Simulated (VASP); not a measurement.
All values below come from AM05 GGA, VASP's PBE PAW potentials (set 64) (plane waves; VASP 6.6.1).

The input files of a VASP run:

### KPOINTS
```
Automatic mesh
0
Gamma
7 7 7
0 0 0
```

INCAR:
```
SYSTEM = AlSb
PREC = Accurate
ENCUT = 520
EDIFF = 1E-7
NELM = 100
ALGO = Normal
LREAL = .FALSE.
LASPH = .TRUE.
ISMEAR = 0
SIGMA = 0.05
GGA = AM
LMAXMIX = 4
LWAVE = .FALSE.
LCHARG = .FALSE.
ISIF = 2
```

### POSCAR
```
AlSb
1
    0.0000000000     3.0899268784     3.0899268784
    3.0899268784     0.0000000000     3.0899268784
    3.0899268784     3.0899268784     0.0000000000
Al Sb
1 1
Direct
  0.0000000000   0.0000000000   0.0000000000
  0.2500000000   0.2500000000   0.2500000000
```

POTCAR, in this order: Al Sb (PBE.64 set). Program: vasp_std.

The resulting files:

### OSZICAR
```
       N       E                     dE             d eps       ncg     rms          rms(c)
DAV:   1     0.164900787536E+02    0.16490E+02   -0.27427E+03   320   0.717E+02
DAV:   2    -0.794904145943E+01   -0.24439E+02   -0.23097E+02   400   0.888E+01
DAV:   3    -0.855133774569E+01   -0.60230E+00   -0.60230E+00   456   0.171E+01
DAV:   4    -0.855415541463E+01   -0.28177E-02   -0.28177E-02   504   0.144E+00
DAV:   5    -0.855416373442E+01   -0.83198E-05   -0.83198E-05   488   0.646E-02    0.322E+00
DAV:   6    -0.846877688978E+01    0.85387E-01   -0.10872E-01   352   0.158E+00    0.197E+00
DAV:   7    -0.844194233757E+01    0.26835E-01   -0.95572E-02   384   0.166E+00    0.457E-01
DAV:   8    -0.844318942455E+01   -0.12471E-02   -0.78139E-03   352   0.524E-01    0.108E-01
DAV:   9    -0.844361125366E+01   -0.42183E-03   -0.58096E-04   416   0.164E-01    0.280E-02
DAV:  10    -0.844371805531E+01   -0.10680E-03   -0.10415E-04   352   0.657E-02    0.109E-02
DAV:  11    -0.844375776319E+01   -0.39708E-04   -0.87871E-05   352   0.629E-02    0.737E-03
DAV:  12    -0.844375798388E+01   -0.22069E-06   -0.11732E-06   488   0.871E-03    0.220E-03
DAV:  13    -0.844375810654E+01   -0.12265E-06   -0.23366E-07   368   0.328E-03    0.150E-03
DAV:  14    -0.844375821150E+01   -0.10496E-06   -0.79727E-08   360   0.178E-03    0.855E-05
DAV:  15    -0.844375822017E+01   -0.86685E-08   -0.40411E-09   160   0.461E-04
   1 F= -.84437582E+01 E0= -.84437582E+01  d E =-.706491E-11
```

**OUTCAR**
```
------------------------ aborting loop because EDIFF is reached ----------------------------------------
  FORCE on cell =-STRESS in cart. coord.  units (eV):
  Direction    XX          YY          ZZ          XY          YZ          ZX
  --------------------------------------------------------------------------------------
  Total        0.0010296      0.0010296      0.0010296      0.0000000      0.0000000     -0.0000000
  in kB        0.0279577      0.0279577      0.0279577      0.0000000      0.0000000     -0.0000000
  external PRESSURE =       0.0279577 kB  Pullay stress =       0.0000000 kB
  volume of cell :       59.00
      direct lattice vectors                 reciprocal lattice vectors
     0.000000000  3.089926878  3.089926878    -0.161816127  0.161816127  0.161816127
     3.089926878  0.000000000  3.089926878     0.161816127 -0.161816127  0.161816127
     3.089926878  3.089926878  0.000000000     0.161816127  0.161816127 -0.161816127
 POSITION                                       TOTAL-FORCE (eV/Angst)
 -----------------------------------------------------------------------------------
      0.00000      0.00000      0.00000         0.000000      0.000000      0.000000
      1.54496      1.54496      1.54496        -0.000000     -0.000000     -0.000000
 -----------------------------------------------------------------------------------
    total drift:                                0.000000      0.000000      0.000000
  FREE ENERGIE OF THE ION-ELECTRON SYSTEM (eV)
  ---------------------------------------------------
  free  energy   TOTEN  =        -8.4437582202 eV

  energy  without entropy=       -8.4437582202  energy(sigma->0) =       -8.44375822
```
(Selected blocks of OUTCAR.)

**OUTCAR**
```
 val. band max:        4.5679544440   @ k =   0.0000   0.0000   0.0000

 cond. band min:       5.7850872225   @ k =   0.4286   0.4286   0.0000


 Fermi energy:         4.7763329452

 k-point     1 :       0.0000    0.0000    0.0000
  band No.  band energies     occupation
      1      -6.0563      2.00000
      2       4.5680      2.00000
      3       4.5680      2.00000
      4       4.5680      2.00000
      5       6.0107      0.00000
      6       7.6465      0.00000
      7       7.6465      0.00000
      8       7.6465      0.00000

 k-point     2 :       0.1429    0.0000    0.0000
  band No.  band energies     occupation
      1      -5.8745      2.00000
      2       2.8529      2.00000
      3       4.3356      2.00000
      4       4.3356      2.00000
      5       6.5530      0.00000
      6       7.9962      0.00000
      7       7.9962      0.00000
      8       8.5075      0.00000

 k-point     3 :       0.2857    0.0000    0.0000
  band No.  band energies     occupation
      1      -5.3788      2.00000
      2       0.8114      2.00000
      3       3.9451      2.00000
      4       3.9451      2.00000
      5       6.1728      0.00000
      6       8.3615      0.00000
      7       8.3615      0.00000
      8      10.6006      0.00000

 k-point     4 :       0.4286    0.0000    0.0000
  band No.  band energies     occupation
      1      -4.8194      2.00000
      2      -0.5660      2.00000
      3       3.7040      2.00000
      4       3.7040      2.00000
      5       5.8943      0.00000
      6       8.2976      0.00000
      7       8.2976      0.00000
      8      11.1718      0.00000

 k-point     5 :       0.1429    0.1429    0.0000
  band No.  band energies     occupation
      1      -5.8129      2.00000
      2       2.8975      2.00000
      3       3.9095      2.00000
      4       3.9095      2.00000
      5       6.9154      0.00000
      6       7.6448      0.00000
      7       8.6531      0.00000
...
```

Unless said otherwise, spin-orbit coupling is left out, though it shifts the bands of the heavy elements here.

The compound is AlSb in the zinc blende structure. It was relaxed first.
